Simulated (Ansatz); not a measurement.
## Structure relaxation of Ga₂Se

Method: DFT PBE, scalar-relativistic, plane waves, PAW (Ansatz). Cutoff 420 eV, Γ-centred k mesh, Gaussian smearing, no spin polarisation in the final step.

The start puts Ga₂Se on the anti-fluorite structure type (Fm-3m, No. 225), with Se in place of Ca, Ga in place of F, at a guessed volume.

```yaml
crystal:
  lattice:
    - [0.00000, 3.10694, 3.10694]
    - [3.10694, 0.00000, 3.10694]
    - [3.10694, 3.10694, 0.00000]
  atoms:
    - { symbol: Ga, position: [0.25000, 0.25000, 0.25000] }
    - { symbol: Ga, position: [0.75000, 0.75000, 0.75000] }
    - { symbol: Se, position: [0.00000, 0.00000, 0.00000] }
```

Cell and atoms relax at zero pressure; the relaxation can't lower the symmetry of the start. After a coarse first stage the cell is made exact in the group found at 0.06 Å.

The zero of energy is the elements' standard structures at the same level; no fitted shifts are applied.

(1) Describe the relaxed structure.

(2) What are its volume, energy, density and gap?

Results:

(1) It keeps Fm-3m (No. 225). The result has the fluorite structure. Conventional cell: a = 6.907 Å. Around Ga lie 4 Se at 2.99 Å and 6 Ga at 3.45 Å; Se has 8 Ga at 2.99 Å.

Space group Fm-3m (No. 225). a = 6.907 Å, b = 6.907 Å, c = 6.907 Å, α = 90.00°, β = 90.00°, γ = 90.00°
```tsv
atom	site	symmetry	x	y	z
Ga	8c	-43m	0.2500	0.7500	0.7500
Se	4a	m-3m	0.0000	0.0000	0.0000
```

(2) The volume per atom is 27.46 Å³. The density is 4.40 g/cm³ and the energy over the elements is -0.03 eV/atom. The gap on the 12×12×12 mesh is 0 eV (a metal).

The final run used a 12×12×12 mesh on its 3-atom cell and 0.10 eV smearing. The k mesh leaves about 4 meV/atom of noise in metals. A structure relaxed within its symmetry needn't be a true minimum.

Cost: 3 runs of about 0.9 core-minutes in all, on Arm Neoverse V1 (shared hosts).